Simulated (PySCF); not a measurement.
## ¹⁵N chemical shifts

Computational details: PBE0/pcSseg-1 with gauge-including orbitals, coordinates at the GFN2-xTB level, in PySCF 2.14 (single conformer, one averaged value for each set of equivalent atoms, non-relativistic, in vacuum).

Shieldings were converted by a linear fit to measured shifts: ¹⁵N (scatter 6.3 ppm rms vs CH3NO2, solution or neat liquid). Occasional misses reach two or three times the rms, and more in compound classes unlike the fitted ones.

Question: Give the ¹⁵N shifts of `[SiH3]c1cpccn1`, `CCCCn1cpc(C)n1`, `Cc1n[nH]c(C(C)(C)C)p1`, `Cc1nn(C)c(C)c1F`, `c1cn[nH]c1`.

Answer: 
| compound | environment | δ (ppm) |
| --- | --- | --- |
| [SiH3]c1cpccn1 | pyridine-type ring nitrogen | -46.7 |
| [CH3:1][CH2:2][CH2:3][CH2:4][n:5]1[cH:6][p:7][c:8]([CH3:9])[n:10]1 | N10: pyridine-type nitrogen of an azole | -58.4 |
| [CH3:1][CH2:2][CH2:3][CH2:4][n:5]1[cH:6][p:7][c:8]([CH3:9])[n:10]1 | N5: pyrrole-type ring nitrogen | -165.8 |
| [CH3:1][c:2]1[n:3][nH:4][c:5]([C:6]([CH3:7])([CH3:8])[CH3:9])[p:10]1 | N3: pyridine-type nitrogen of an azole | -61.6 |
| [CH3:1][c:2]1[n:3][nH:4][c:5]([C:6]([CH3:7])([CH3:8])[CH3:9])[p:10]1 | N4: pyrrole-type ring nitrogen | -184.2 |
| [CH3:1][c:2]1[n:3][n:4]([CH3:5])[c:6]([CH3:7])[c:8]1[F:9] | N3: pyridine-type nitrogen of an azole | -90.3 |
| [CH3:1][c:2]1[n:3][n:4]([CH3:5])[c:6]([CH3:7])[c:8]1[F:9] | N4: pyrrole-type ring nitrogen | -205.2 |
| [cH:1]1[cH:2][n:3][nH:4][cH:5]1 | N3: pyridine-type nitrogen of an azole | -79.2 |
| [cH:1]1[cH:2][n:3][nH:4][cH:5]1 | N4: pyrrole-type ring nitrogen | -190.9 |
